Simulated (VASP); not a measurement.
Write the native input for VASP 6.6.1 that does the following.

```
Task                   : relaxation of cell and atoms
Functional             : PBE
Potentials or basis    : VASP PAW PBE potentials, release 64 (W_sv, C)
Cutoff                 : 520 eV
k mesh                 : 17 × 17 × 15
Occupations            : gaussian, width 0.1 eV
Spin                   : no spin polarisation
Further INCAR settings : ALGO = Normal; EDIFF = 1e-07; IBRION = 2; POTIM = 0.3; EDIFFG = -0.005; NSW = 60; ISIF = 3
```

The structure of WC lies in POSCAR:

```
WC                                      
1.0
    2.9244131926      0.0000000000     -0.0000000000
   -1.4622065963      2.5326161199      0.0000000000
    0.0000000000     -0.0000000000      2.8493339409
  W               C             
     1     1
Direct
     0.0000000000000000    0.0000000000000000    0.0000000000000000
     0.6666666699999979    0.3333333300000021    0.5000000000000000
```

The input as run:

INCAR

```
SYSTEM = WC
PREC     = Accurate       ! precision mode
ENCUT    = 520            ! plane-wave cutoff, eV
EDIFF    = 1E-7           ! SCF threshold, eV
ISMEAR   = 0              ! smearing method
SIGMA    = 0.1            ! smearing width, eV
LREAL    = .FALSE.        ! projectors in reciprocal space
LASPH    = .TRUE.         ! aspherical terms in the spheres
NELM     = 120            ! most SCF steps
ALGO     = Normal         ! electronic algorithm
ISIF     = 3              ! what is computed and relaxed
LWAVE    = .FALSE.        ! write WAVECAR
LCHARG   = .FALSE.        ! write CHGCAR
GGA      = PE             ! functional
IBRION   = 2              ! ionic algorithm
NSW      = 60             ! ionic steps
EDIFFG   = -0.005         ! ionic threshold
POTIM    = 0.3            ! step
```

KPOINTS

```
Automatic mesh
0
G
  17 17 15
  0 0 0
```

Potentials or basis: VASP PAW PBE potentials, release 64 (W_sv, C).

Run with:

```bash
$ cat potpaw_PBE.64/W_sv/POTCAR potpaw_PBE.64/C/POTCAR > POTCAR
$ mpirun -np 1 vasp_std > vasp.out
```

It gave:

```json
{"Pressure after relaxing": "0.0 GPa", "Band gap on the k mesh": "none (metal or under the smearing width)"}
```

Caveat: the relaxation stopped at its first step, so nothing moved.

Run time: 20 s on 1 thread of Intel(R) Xeon(R) 6975P-C (Granite Rapids) (shared host), peak memory 0.2 GiB.
